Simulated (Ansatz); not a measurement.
# SnO: the cell at several levels of theory

The task here is to estimate one member of a computed series from the others.

Code: Ansatz 0.2.0. PAW datasets, plane waves, zero pressure. Spin-unpolarised throughout. Whether this structure exists isn't addressed.

### The system as given

This is the cell as the run starts from it, not yet at rest; its lengths are not the crystal's.

The symmetry is Pm-3m (No. 221, cubic); a = 2.501 Å in the conventional setting, 7.82 Å³ an atom. Around Sn lie 8 O at 2.17 Å; around O lie 8 Sn at 2.17 Å.

Structure file:

Space group Pm-3m (No. 221). a = 2.501 Å, b = 2.501 Å, c = 2.501 Å, α = 90.00°, β = 90.00°, γ = 90.00°
```csv
atom,site,symmetry,x,y,z
Sn,1a,m-3m,0.0000,0.0000,0.0000
O,1b,m-3m,0.5000,0.5000,0.5000
```

Set-up of the first run:

The input, input.yaml:

```yaml
crystal:
  lattice:
    - [2.5010628909, 0.0, 0.0]
    - [0.0, 2.5010628909, 0.0]
    - [0.0, 0.0, 2.5010628909]
  atoms:
    - { symbol: Sn, position: [0.0, 0.0, 0.0] }
    - { symbol: O, position: [0.5, 0.5, 0.5] }
kpoints:
  mp_grid: { grid: [10, 10, 10] }
hamiltonian:
  xc: pbe
scf:
  occupations: { method: fermi_dirac, width: 0.02 }
relax:
  f_tol: 0.005
  cell: {}
```

Among the steps run: Relaxation with PBE; Relaxing with r2SCAN; Relaxing with PBEsol; Relaxing with LDA; Relaxing with HSE06.

One table of the session follows, with a row left open; its other results are not shown here.

```
 level  a (Å)  volume (Å³/atom)
   PBE  3.131            15.352
r2SCAN      ?                 ?
PBEsol  3.081            14.626
   LDA  3.051            14.197
 HSE06  3.096            14.844
```

**Question.** Estimate the row for r2SCAN.

The run gave: a (Å): 3.103; volume (Å³/atom): 14.945. In the column «a (Å)» it lies between HSE06 (3.096) and PBE (3.131).

LDA gives the smallest cell and PBE the largest; they differ by 8.1 % in volume, a mean of 2.6 % in length. The meshes differ: PBE 10×10×10, r2SCAN 8×8×8, PBEsol 8×8×8, LDA 8×8×8, HSE06 6×6×6.
